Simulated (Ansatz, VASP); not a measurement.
## AlFe: VASP beside Ansatz

Contents of INCAR:

```
SYSTEM = AlFe
  PREC = Accurate
  ENCUT = 520
  EDIFF = 1E-7
  ISMEAR = -1
  SIGMA = 0.1
  LREAL = .FALSE.
  LASPH = .TRUE.
  NELM = 100
  ALGO = Normal
  ISIF = 2
  LWAVE = .FALSE.
  LCHARG = .TRUE.
  GGA = PE
  LELF = .TRUE.
  LVHAR = .TRUE.
  NBANDS = 12
```

File KPOINTS:

```
Automatic mesh
0
G
  11 11 11
  0 0 0
```

The input POSCAR:

```
AlFe
1.0
    2.9577133983      0.0000000000      0.0000000000
    0.0000000000      2.9577133983      0.0000000000
    0.0000000000      0.0000000000      2.9577133983
Al Fe
1 1
Direct
    0.0000000000      0.0000000000      0.0000000000
    0.5000000000      0.5000000000      0.5000000000
```

Input for Ansatz:

```yaml
crystal:
  lattice:
    - [2.9577133983, 0.0, 0.0]
    - [0.0, 2.9577133983, 0.0]
    - [0.0, 0.0, 2.9577133983]
  atoms:
    - { symbol: Al, position: [0.0, 0.0, 0.0] }
    - { symbol: Fe, position: [0.5, 0.5, 0.5] }
kpoints:
  mp_grid: { grid: [11, 11, 11] }
scf:
  occupations: { method: fermi_dirac, width: 0.1 }
  lower_state_search: "off"
hamiltonian:
  xc: pbe
  pseudopotentials: { kind: paw }
output:
  forces: true
  stress: true
  eigenvalues: true
  write_density: true
  write_potential: true
  elf: true
  volumetric_format: npy
```

Change from the starting cell: volume scaled by 1.05, no spin polarisation, PAW files.

Alike in both runs: task single point; functional PBE; k mesh 11 × 11 × 11; occupations fermi-dirac, width 0.1 eV; no spin polarisation.

|  | VASP | Ansatz |
| --- | --- | --- |
| version | VASP 6.6.1 | Ansatz 0.2.0 |
| potentials or method | VASP PAW PBE potentials, release 64 (Al, Fe) | PAW with Ansatz's default frozen-core files, scalar-relativistic |
| plane-wave cutoff (eV) | 520 | 420 |
| valence electrons in the cell | 11 | 19 |

```csv
,VASP,Ansatz,Ansatz less VASP
pressure (GPa),-13.2,-13.2,+0.01
```

The two sets of potentials don't hold the same shells in valence.

Spin polarisation is off, so any magnetic state and its effect on volume and gap are missing.
